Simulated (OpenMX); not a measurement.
CaO:

```
Ca O
1.0
     0.00000    2.40356    2.40356
     2.40356    0.00000    2.40356
     2.40356    2.40356    0.00000
Ca O
1 1
Cartesian
  0.0000 0.0000 0.0000
  2.4036 2.4036 2.4036
```

The cell is a database's computed one.

Program: OpenMX 3.8.5. Alike in all runs: cell as given; k mesh 11 × 11 × 11; smearing fermi-dirac 0.05 eV.

Question: Order these runs on this cell by their pressure, lowest first.
A. level PBE; potentials or basis OpenMX 2013 PBE set, Ca9.0-s3p2, O6.0-s2p2, grid cutoff 400 Ry; spin off
B. level PBE+D3(BJ); potentials or basis OpenMX 2013 PBE set, Ca9.0-s3p2d1, O6.0-s2p2d1, grid cutoff 400 Ry; spin collinear, zero start
C. level PBE; potentials or basis OpenMX 2013 PBE set, Ca9.0-s3p2d1, O6.0-s2p2d1, grid cutoff 400 Ry; spin off
D. level LDA; potentials or basis OpenMX 2013 LDA set, Ca9.0-s3p2d1, O6.0-s2p2d1, grid cutoff 400 Ry; spin off
E. level PBE; potentials or basis OpenMX 2013 PBE set, Ca9.0-s3p2d2, O6.0-s3p2d2, grid cutoff 400 Ry; spin off

Answer: D (-8.8 GPa), B (-3.9 GPa), E (-2.4 GPa), C (-0.7 GPa), A (24.9 GPa).

Caveats: the basis of atomic orbitals isn't converged, which shifts pressures, moduli and gaps; so large a pressure means that the cell lies far from this level's equilibrium, or that cutoff or potentials fall short (some runs).

Not every run made on this cell is shown here.
